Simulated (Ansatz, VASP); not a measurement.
## One calculation of Pt, two programs

```
Pt
1.0
     2.78025    0.00000    0.00000
    -1.39012    2.40777    0.00000
     0.00000    0.00000    4.84822
Pt
2
Direct
  0.66667 0.33333 0.75000
  0.33333 0.66667 0.25000
```

Alike in both runs: functional PBE; k mesh 18 × 18 × 10; occupations gaussian, width 0.1 eV; no spin polarisation.

Ansatz relaxed the structure, and its values are those at the end. VASP's run is a single point on that final structure, the one shown.

```csv
,VASP,Ansatz
version,VASP 6.6.1,Ansatz 0.2.0
potentials or method,"VASP PAW PBE potentials, release 64 (Pt)","scalar-relativistic, plane waves, PAW"
plane-wave cutoff (eV),520,420
valence electrons in the cell,20,36
```

```tsv
	VASP	Ansatz	Ansatz less VASP
gap on the k mesh at the Fermi level (eV)	none	none	-
pressure (GPa)	-7.0	-6.5	+0.46
```

A gap of «none» marks a metal or a gap that the smearing closes. The two sets of potentials don't hold the same shells in valence.

The runs have no spin-orbit coupling, so splittings on Pt are missing.
